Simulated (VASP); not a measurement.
A run of VASP 6.6.1 is set up as follows.

The input POSCAR:

```
Te
1.0
    2.3059043427      1.3313144930      1.6909537039
   -2.3059043427      1.3313144930      1.6909537039
    0.0000000000     -2.6626289860      1.6909537039
Te
1
Direct
    0.5000000000      0.5000000000      0.5000000000
```

File INCAR.step1:

```
SYSTEM = Te
ALGO     = Fast           ! electronic algorithm
EDIFF    = 1E-6           ! SCF threshold, eV
ENCUT    = 520            ! plane-wave cutoff, eV
GGA      = PE             ! functional
ISIF     = 2              ! what is computed and relaxed
ISMEAR   = -1             ! smearing method
LASPH    = .True.         ! aspherical terms in the spheres
LCHARG   = .True.         ! write CHGCAR
LREAL    = .False.        ! projectors in reciprocal space
LWAVE    = .False.        ! write WAVECAR
NELM     = 100            ! most SCF steps
PREC     = Accurate       ! precision mode
SIGMA    = 0.05           ! smearing width, eV
```

Contents of KPOINTS.step1:

```
k-points
0
Gamma
  9 9 9
  0 0 0
```

File INCAR.step2:

```
SYSTEM = Te
ALGO     = Fast           ! electronic algorithm
EDIFF    = 1E-6           ! SCF threshold, eV
ENCUT    = 520            ! plane-wave cutoff, eV
GGA      = PE             ! functional
ICHARG   = 11             ! starting density
ISIF     = 2              ! what is computed and relaxed
ISMEAR   = 0              ! smearing method
LASPH    = .True.         ! aspherical terms in the spheres
LCHARG   = .False.        ! write CHGCAR
LREAL    = .False.        ! projectors in reciprocal space
LWAVE    = .False.        ! write WAVECAR
NELM     = 100            ! most SCF steps
PREC     = Accurate       ! precision mode
SIGMA    = 0.05           ! smearing width, eV
```

The input KPOINTS.step2:

```
path GPZQGFP1Q1LZ
10
line-mode
reciprocal
 0.0000000000  0.0000000000  0.0000000000  G
 0.4677709699 -0.5322290301  0.4677709699  P

 0.4677709699 -0.5322290301  0.4677709699  P
 0.5000000000 -0.5000000000  0.5000000000  Z

 0.5000000000 -0.5000000000  0.5000000000  Z
 0.4355419398  0.4355419398  0.4355419398  Q

 0.4355419398  0.4355419398  0.4355419398  Q
 0.0000000000  0.0000000000  0.0000000000  G

 0.0000000000  0.0000000000  0.0000000000  G
 0.5000000000 -0.5000000000  0.0000000000  F

 0.5000000000 -0.5000000000  0.0000000000  F
 0.5322290301 -0.4677709699 -0.4677709699  P1

 0.5322290301 -0.4677709699 -0.4677709699  P1
 0.5644580602 -0.4355419398 -0.4355419398  Q1

 0.5644580602 -0.4355419398 -0.4355419398  Q1
 0.5000000000  0.0000000000  0.0000000000  L

 0.5000000000  0.0000000000  0.0000000000  L
 0.5000000000 -0.5000000000  0.5000000000  Z
```

Potentials or basis: VASP PAW PBE potentials, release 54 (Te).

Launch:

```bash
$ cat potpaw_PBE.54/Te/POTCAR > POTCAR
$ cp INCAR.step1 INCAR
$ cp KPOINTS.step1 KPOINTS
$ mpirun -np 1 vasp_std > vasp.out
$ cp INCAR.step2 INCAR
$ cp KPOINTS.step2 KPOINTS
$ mpirun -np 1 vasp_std > vasp.out
```

**Question.** Predict the band gap along the path.

**Answer.** None (metal or under the smearing width).

Levels at the corners of the path, in eV from the Fermi level:
```tsv
point	band 1	band 2	band 3	band 4	band 5	band 6	band 7
Γ	-13.98	0.96	1.43	1.43	6.05	6.05	6.72
P	-8.31	-3.43	-3.43	-2.48	3.99	3.99	5.07
P	-8.31	-3.43	-3.43	-2.48	3.99	3.99	5.07
Z	-8.23	-3.44	-3.44	-2.49	3.90	3.90	5.35
Z	-8.23	-3.44	-3.44	-2.49	3.90	3.90	5.35
Q	-8.56	-3.41	-3.41	-2.45	4.28	4.28	4.70
Q	-8.56	-3.41	-3.41	-2.45	4.28	4.28	4.70
Γ	-13.98	0.96	1.43	1.43	6.05	6.05	6.72
Γ	-13.98	0.96	1.43	1.43	6.05	6.05	6.72
F	-10.21	-5.00	-4.27	1.97	3.96	10.49	12.25
F	-10.21	-5.00	-4.27	1.97	3.96	10.49	12.26
P1	-8.31	-3.43	-3.43	-2.48	3.99	3.99	5.07
P1	-8.31	-3.43	-3.43	-2.48	3.99	3.99	5.07
Q1	-8.56	-3.41	-3.41	-2.45	4.28	4.28	4.70
Q1	-8.56	-3.41	-3.41	-2.45	4.28	4.28	4.70
L	-12.10	-6.32	2.46	2.79	7.67	9.04	10.01
L	-12.10	-6.32	2.46	2.79	7.67	9.04	10.01
Z	-8.23	-3.44	-3.44	-2.49	3.90	3.90	5.35
```

Caveat: the log is that of the step along the path at fixed density, whose energy, stress, charges and moments have no meaning; spin-orbit coupling is left out, which moves the levels of the heavy elements.
